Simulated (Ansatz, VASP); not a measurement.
S: VASP beside Ansatz

```
S
1.0
     0.00000    1.99435    1.99435
     1.99435    0.00000    1.99435
     1.99435    1.99435    0.00000
S
1
Cartesian
  0.0000 0.0000 0.0000
```

This isn't the form of S at room conditions, which is orthorhombic, of S8 rings.

Alike in both runs: task single point; functional PBE; dispersion D3(BJ); k mesh 8 × 8 × 8; occupations gaussian, width 0.1 eV; no spin polarisation.

|  | VASP | Ansatz |
| --- | --- | --- |
| version | VASP 6.6.1 | Ansatz 0.2.0 |
| potentials or method | VASP PAW PBE potentials, release 64 (S) | scalar-relativistic, plane waves, PAW |
| plane-wave cutoff (eV) | 520 | 420 |
| valence electrons in the cell | 6 | 6 |

Ansatz gave:

- gap on the k mesh at the Fermi level (eV): none
- pressure (GPa): -3.6

Problem. Which values does VASP return?

Solution. gap on the k mesh at the Fermi level (eV): none; pressure (GPa): -3.7.

A gap of «none» marks a metal or a gap that the smearing closes.

Caveats: pairwise dispersion overbinds metals, which lowers pressure and volume.
